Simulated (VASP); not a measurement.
Input of a VASP 6.6.1 run:

File INCAR:

```
ALGO = Fast
EDIFF = 1E-7
ENCUT = 600
GGA = PE
ISIF = 2
ISMEAR = -1
LASPH = T
LCHARG = F
LREAL = F
LWAVE = F
NELM = 100
PREC = Accurate
SIGMA = 0.05
```

KPOINTS

```
k-points
0
Gamma
  8 8 8
```

File POSCAR:

```
GaP
1.0
    0.0000000000      2.7252500000      2.7252500000
    2.7252500000      0.0000000000      2.7252500000
    2.7252500000      2.7252500000      0.0000000000
Ga P
1 1
Direct
    0.0000000000      0.0000000000      0.0000000000
    0.7500000000      0.7500000000      0.7500000000
```

The input KPOINTS_OPT:

```
path GXWKGLUWLK,UX
10
line-mode
reciprocal
 0.0000000000  0.0000000000  0.0000000000  G
 0.5000000000  0.0000000000  0.5000000000  X

 0.5000000000  0.0000000000  0.5000000000  X
 0.5000000000  0.2500000000  0.7500000000  W

 0.5000000000  0.2500000000  0.7500000000  W
 0.3750000000  0.3750000000  0.7500000000  K

 0.3750000000  0.3750000000  0.7500000000  K
 0.0000000000  0.0000000000  0.0000000000  G

 0.0000000000  0.0000000000  0.0000000000  G
 0.5000000000  0.5000000000  0.5000000000  L

 0.5000000000  0.5000000000  0.5000000000  L
 0.6250000000  0.2500000000  0.6250000000  U

 0.6250000000  0.2500000000  0.6250000000  U
 0.5000000000  0.2500000000  0.7500000000  W

 0.5000000000  0.2500000000  0.7500000000  W
 0.5000000000  0.5000000000  0.5000000000  L

 0.5000000000  0.5000000000  0.5000000000  L
 0.3750000000  0.3750000000  0.7500000000  K

 0.6250000000  0.2500000000  0.6250000000  U
 0.5000000000  0.0000000000  0.5000000000  X
```

Potentials or basis: VASP PAW PBE potentials, release 64 (Ga_d_GW, P_GW).

The run is started by

```bash
$ cat potpaw_PBE.64/Ga_d_GW/POTCAR potpaw_PBE.64/P_GW/POTCAR > POTCAR
$ mpirun -np 1 vasp_std > vasp.out
```

Problem. Predict the pressure.

Solution. 2.2 GPa.

Problem. Estimate the band gap on the k mesh.

Solution. 1.64 eV, indirect (least direct gap 1.82 eV).

Problem. Predict the band gap along the path.

Solution. 1.60 eV, indirect (least direct gap 1.82 eV).

Levels at the corners of the path, in eV from the valence-band top:
```
point  band 5  band 6  band 7  band 8  band 9  band 10  band 11  band 12  band 13
    Γ  -14.44  -12.49    0.00    0.00    0.00     1.82     3.89     3.89     3.89
    X  -14.42   -9.53   -6.75   -2.68   -2.68     1.65     1.82    10.58    10.59
    X  -14.42   -9.53   -6.75   -2.68   -2.68     1.65     1.82    10.58    10.59
    W  -14.43   -9.44   -6.55   -3.57   -3.42     4.70     4.86     6.10     6.15
    W  -14.43   -9.44   -6.55   -3.57   -3.42     4.70     4.86     6.10     6.15
    K  -14.43   -9.56   -6.54   -3.94   -2.25     2.19     4.80     8.23     8.26
    K  -14.43   -9.56   -6.54   -3.94   -2.25     2.19     4.80     8.23     8.26
    Γ  -14.44  -12.49    0.00    0.00    0.00     1.82     3.89     3.89     3.89
    Γ  -14.44  -12.49    0.00    0.00    0.00     1.82     3.89     3.89     3.89
    L  -14.43  -10.43   -6.63   -1.12   -1.12     1.67     4.72     4.72     8.29
    L  -14.43  -10.43   -6.63   -1.12   -1.12     1.67     4.72     4.72     8.29
    U  -14.43   -9.56   -6.54   -3.94   -2.25     2.19     4.80     8.23     8.26
    U  -14.43   -9.56   -6.54   -3.94   -2.25     2.19     4.80     8.23     8.26
    W  -14.43   -9.44   -6.55   -3.57   -3.42     4.70     4.86     6.10     6.15
    W  -14.43   -9.44   -6.55   -3.57   -3.42     4.70     4.86     6.10     6.15
    L  -14.43  -10.43   -6.63   -1.12   -1.12     1.67     4.72     4.72     8.29
    L  -14.43  -10.43   -6.63   -1.12   -1.12     1.67     4.72     4.72     8.29
    K  -14.43   -9.56   -6.54   -3.94   -2.25     2.19     4.80     8.23     8.26
    U  -14.43   -9.56   -6.54   -3.94   -2.25     2.19     4.80     8.23     8.26
    X  -14.42   -9.53   -6.75   -2.68   -2.68     1.65     1.82    10.58    10.63
```

**The experiment to reproduce.**

“Stacking defects in GaP nanowires: Electronic structure and optical properties”, 2018, arxiv:1810.01194 quotes, for a bulk crystal of GaP at 10 K: band gap 2.34 eV (indirect).

Against the measured gap of GaP, 2.34 eV (indirect; 10 K; quoted in “Stacking defects in GaP nanowires: Electronic structure and optical properties”, 2018, arxiv:1810.01194), the calculated 1.60 eV is off by -0.74 eV. Spin-orbit coupling on Ga is left out. The value is that of PBE, without temperature or zero-point motion. Semilocal functionals fall short of measured gaps as a rule.
